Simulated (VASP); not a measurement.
Runs of VASP 6.6.1 on Mg. It takes space group I4/mmm (No. 139, tetragonal). Conventional cell: a = 3.672 Å, b = 3.672 Å, c = 3.359 Å, α = 90.00°, β = 90.00°, γ = 90.00°. Around Mg (site symmetry 4/mmm) lie 10 Mg at 3.09 to 3.36 Å. This isn't the form of Mg at room conditions, which is hcp.

| level | gap on the mesh (eV) | pressure (GPa) | relaxed volume (Å³/atom) |
| --- | --- | --- | --- |
| r2SCAN | none | 0.0 | 22.33 |
| vdW-DF-cx | none | 0.0 | (b) |
| optB88-vdW | none | 0.0 | 22.81 |
| RPBE | none | 0.0 | 23.46 |
| SCAN | none | 0.0 | 22.74 |
| BLYP | none | 0.0 | (c) |
| PBEsol | none | 0.0 | (a) |
| PW91 | none | 0.0 | 22.73 |

Alike in all rows: task relaxation of cell and atoms; potentials or basis VASP PAW PBE potentials, release 64 (Mg); no spin polarisation; cell relaxed; k mesh 11 × 11 × 11; cutoff (eV) 600; smearing fermi-dirac 0.05 eV.

**Question.** Fill in the values left out.

**Answer.** (a) 22.38; (b) 22.71; (c) 23.68.

Caveats: the PAW data sets were made with another functional, which shifts forces and pressure a little.

A gap of «none» marks a metal or a gap under the smearing width.

Runs at the PBE level aren't shown here.
